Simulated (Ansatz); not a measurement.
# HfB2: elastic constants

This session takes HfB2 and sets out to relax to small forces and stress and compute the elastic constants.

Method: DFT PBEsol, scalar-relativistic, plane waves, PAW, in Ansatz 0.2.0.

2 further runs of the same task are left out: 1 that didn't finish, 1 set aside as unsound or not needed.

## (1) The structure to begin with

Symmetry: P6/mmm, No. 191, hexagonal system. The conventional cell has a = 3.128 Å, b = 3.128 Å, c = 3.446 Å, α = 90.00°, β = 90.00°, γ = 120.00°. Hf (site symmetry 6/mmm) has 12 B at 2.50 Å as nearest neighbours. B (site symmetry -6m2) has 3 B at 1.81 Å and 6 Hf at 2.50 Å as nearest neighbours.

Structure file:

```cif
data_structure
_symmetry_space_group_name_H-M 'P6/mmm'
_symmetry_Int_Tables_number 191
_cell_length_a 3.1277
_cell_length_b 3.1277
_cell_length_c 3.4463
_cell_angle_alpha 90.000
_cell_angle_beta 90.000
_cell_angle_gamma 120.000
_cell_volume 29.20
loop_
_atom_site_label
_atom_site_type_symbol
_atom_site_symmetry_multiplicity
_atom_site_Wyckoff_symbol
_atom_site_fract_x
_atom_site_fract_y
_atom_site_fract_z
_atom_site_occupancy
Hf1 Hf 1 a 0.00000 0.00000 0.00000 1
B1 B 2 d 0.33333 0.66667 0.50000 1
```

It is the result of an earlier relaxation at this level (volume 9.73 Å³/atom; gap on the mesh: none (metal)).

## (2) Tight relaxation for the response runs, with the smearing for a metal

Response functions are second derivatives at a minimum, so forces and stress are first brought close to zero on the mesh and occupations that the response runs use.

input.yaml

```yaml
crystal:
  lattice:
    - [3.1277231059, 0.0, 0.0]
    - [-1.563861553, 2.7086876657, 0.0]
    - [0.0, 0.0, 3.446336702]
  atoms:
    - { symbol: Hf, position: [0.0, 0.0, 0.0] }
    - { symbol: B, position: [0.3333333333, 0.6666666667, 0.5] }
    - { symbol: B, position: [0.6666666667, 0.3333333333, 0.5] }
basis:
  ecutwfc: 420
kpoints:
  mp_grid: { grid: [18, 18, 12] }
hamiltonian:
  xc: pbesol
scf:
  occupations: { method: fermi_dirac, width: 0.15 }
output:
  forces: true
  stress: true
  eigenvalues: true
relax:
  adjacent_minimum: "off"
  f_tol: 0.001
  max_steps: 60
  cell: { stress_tol: 0.01 }
```

Started as:

```console
$ ansatz run input.yaml --threads 1 --pin off --max-ram 4096MiB --backend cpu --events-out ev --progress --plain --runs-dir out
```

The log of the run, cut to the lines that bear on the results:

```text
Warning: RAYON_NUM_THREADS=1 ignored (pool sized by the plan → 1); use --threads N
[...]
Pseudopotentials: kind: paw
Pseudopotential: Hf, paw, valence charge 26, recommended cutoff 420 eV (normal), Hf.paw.azcp
Pseudopotential: B, paw, valence charge 3, recommended cutoff 420 eV (normal), B.paw.azcp
Functional definition: PBEsol
[...]
Crystal: 3 atoms, lattice volume = 29.197 Å³
Basis set: ecut = 420 eV, 563 PW (Γ), exchange–correlation on 48×48×48 points (8 copies of the dense FFT grid, shifted against one another)
Bands: 20, of which v1, the nominal top of the filled ones, is band 16 counted from 1 (15 counted from 0)
Symmetry: 24 space group operations
Space group: P6/mmm (ITA 191), of the structure as read, at distance tolerance 3.1e-5 Å
k-points: 259 of 3888
[...]
SCF iter   1: F=—  HF=-15906.620237 eV  |F-HF|=—  |Δ(HF+E_count)|=         —  Δρ=5.68e-3  dr2=1.59e-2  ethr=1.77e-3  ⟨swp⟩=3.9  Hψ=19940  notcnv=0
[...]
the search or the solves at the SCF's close seem to have found levels that the self-consistency loop had missed (the run counts 1). By its estimate they hold under 1e-12 electrons; where the run keeps them, the occupations were computed again with them
[...]
relax step   1: F+E_penalty+E_count = -15906.61489171 eV  Δ(F+E_penalty+E_count) = +0.000e0 eV  max|allowed force component| = 2.097e-16 eV/Å  Δτ_max = 0.0000 Å  P = +0.023 GPa  Ω = 29.197 Å³  (6 SCF iters, dr2 threshold 1.00e-7 eV, accepted)
[...]
SCF converged after 5 iterations
Free energy (F): -15906.614895 eV
[...]
E sigma→0 (E₀):  -15906.605083 eV
Entropy (-TS):   -0.019624 eV (-6.541 meV/atom)
Fermi energy:    20.767929 eV
[...]
--- Forces (eV/Å), atoms counted from 1 ---
  atom   1  Hf     0.00000000     0.00000000     0.00000000
  atom   2  B      0.00000000     0.00000000    -0.00000000
  atom   3  B     -0.00000000    -0.00000000     0.00000000
[...]
--- Stress (GPa, compression-positive) ---
        0.002245       0.000000       0.000000
       -0.000000       0.002245       0.000000
        0.000000       0.000000       0.002401
  P = ⅓ Tr σ = 0.0023 GPa (0.023 kbar)
--- Band table (eV; the first three rows and the last of 259) ---
  k-point 0: bands = ["-40.9161", "-9.8058", "-9.3032", "-9.3032", "6.9370", "9.1026", "9.1220", "9.1357", "9.1357", "9.1394", "9.1394", "9.2376", "17.6834", "17.7666", "17.7666", "18.1036", "24.7960", "24.7960", "25.5264", "25.5264"]
[...]
--- Relaxed structure (3 steps of the walk, 3 accepted, 1 SCFs on fresh bases) ---
  F+E_penalty+E_count = -15906.61489498 eV   max|allowed force component| = 2.714e-16 eV/Å   (the final SCF, on the basis selected at the relaxed cell)
  cell:  # Å, volume = 29.1994 Å³
    - [3.12799170184612, 2.8870130603707776e-11, 1.46717438525868e-34]
    - [-1.563995850948062, 2.7089202766112246, -4.159346202878416e-35]
    - [1.661538336667535e-34, 4.041579737839951e-35, 3.445970583382486]
  atoms:
    - { symbol: Hf, position: [1.9445736436919262e-35, 1.5800434930215225e-35, 1.9403956518420782e-36] }
    - { symbol: B, position: [0.3333333333333333, 0.6666666666666665, 0.5] }
    - { symbol: B, position: [0.6666666666666665, 0.33333333333333326, 0.5] }
```

It took 15 s on 1 thread of AMD EPYC 9R14 (Zen 4), shared host; peak memory 0.51 GiB.

Relaxation path:

```
step  E - E(step 1) (eV/cell)  largest force component (eV/Å)  pressure (GPa)  volume (Å³)
   1                   0.0000                          0.0000            0.02        29.20
   2                   0.0000                          0.0000            0.01        29.20
   3                   0.0000                          0.0000            0.00        29.20
   4                   0.0000                          0.0000            0.00        29.20
```

Step 1 is the start. Step 4 repeats the geometry before it on a plane-wave basis chosen anew for that cell, so its energy need not be comparable with the rows above.

|  | before | after | change |
| --- | --- | --- | --- |
| a (Å) | 3.128 | 3.128 | 0.0 % |
| b (Å) | 3.128 | 3.128 | 0.0 % |
| c (Å) | 3.446 | 3.446 | 0.0 % |
| volume (Å³/atom) | 9.73 | 9.73 | 0.0 % |
| shortest distance (Å) | 1.806 | 1.806 | 0.0 % |
| space group (0.01 Å) | P6/mmm | P6/mmm | same |

The run keeps the 24 symmetry operations of the start, so it could not have lowered the symmetry.

## (3) The same system, input altered

input.yaml

```yaml
crystal:
  lattice:
    - [3.1279917018, 0.0, 0.0]
    - [-1.5639958509, 2.7089202766, 0.0]
    - [0.0, 0.0, 3.4459705834]
  atoms:
    - { symbol: Hf, position: [0.0, 0.0, 0.0] }
    - { symbol: B, position: [0.3333333333, 0.6666666667, 0.5] }
    - { symbol: B, position: [0.6666666667, 0.3333333333, 0.5] }
basis:
  ecutwfc: 420
kpoints:
  mp_grid: { grid: [18, 18, 12], kspacing: 0.3 }
hamiltonian:
  xc: pbesol
scf:
  occupations: { method: fermi_dirac, width: 0.15 }
  max_iter: 75
output:
  forces: true
  eigenvalues: true
  stress: true
```

Started as:

```console
$ ansatz run input.yaml --threads 1 --pin off --max-ram 4096MiB --backend cpu --events-out ev --progress --plain --runs-dir out
```

The log of the run:

```text
Error: invalid value for `kpoints.mp_grid.kspacing`: mutually exclusive with `grid` — set one or the other
```

Wall time 0.16 s (1 thread of AMD EPYC 9R14 (Zen 4), shared host); peak memory 0.1 GiB.

## (4) Why it ended so

Nothing was computed: the input was turned down at the start. The line that matters: «invalid value for `kpoints.mp_grid.kspacing`: mutually exclusive with `grid` — set one or the other»

Look at the input: kpoints.mp_grid.kspacing is 0.3. The mesh can't be built from what was typed.

What to do: delete kpoints.mp_grid.kspacing.

[end of part 1 of 2]
